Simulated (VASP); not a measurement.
Write the native input for VASP 6.6.1 that does the following.

```
Task                   : dielectric tensor
Functional             : PBE
Potentials or basis    : VASP PAW PBE potentials, release 64 (Al, N)
Cutoff                 : 520 eV
k mesh                 : 18 × 18 × 18
Occupations            : gaussian, width 0.03 eV
Spin                   : no spin polarisation
Monkhorst-Pack mesh    : yes
Further INCAR settings : ALGO = Normal; EDIFF = 1e-08
```

The structure of AlN lies in POSCAR:

```
AlN                                     
1.0
    0.0000000000      2.1882972140      2.1882972140
    2.1882972140      0.0000000000      2.1882972140
    2.1882972140      2.1882972140      0.0000000000
  Al              N             
     1     1
Direct
     0.0000000000000000    0.0000000000000000    0.0000000000000000
     0.7500000000000000    0.7500000000000000    0.7500000000000000
```

Measurements of this composition are mostly on another form, of space group No. 186.

These files were run (other wordings do the same):

INCAR

```
PREC     = Accurate       # precision mode
ENCUT    = 520            # plane-wave cutoff, eV
EDIFF    = 1E-8           # SCF threshold, eV
ISMEAR   = 0              # smearing method
SIGMA    = 0.03           # smearing width, eV
LREAL    = F              # projectors in reciprocal space
LASPH    = T              # aspherical terms in the spheres
NELM     = 80             # most SCF steps
ALGO     = Normal         # electronic algorithm
ISIF     = 2              # what is computed and relaxed
LWAVE    = F              # write WAVECAR
LCHARG   = F              # write CHGCAR
GGA      = PE             # functional
LEPSILON = T              # dielectric tensor by DFPT
```

KPOINTS

```
regular mesh
0
Monkhorst-Pack
  18 18 18
```

Potentials or basis: VASP PAW PBE potentials, release 64 (Al, N).

Launch:

```bash
$ cat potpaw_PBE.64/Al/POTCAR potpaw_PBE.64/N/POTCAR > POTCAR
$ mpirun -np 1 vasp_std > vasp.out
```

It gave:

```json
{
 "Electronic dielectric tensor (diagonal)": "4.58",
 "Born charges (mean of the diagonal)": "Al +2.53; N -2.53 e"
}
```

It took 15 min on 1 thread of Intel(R) Xeon(R) Platinum 8488C (Sapphire Rapids) (shared host), peak memory 1.2 GiB.
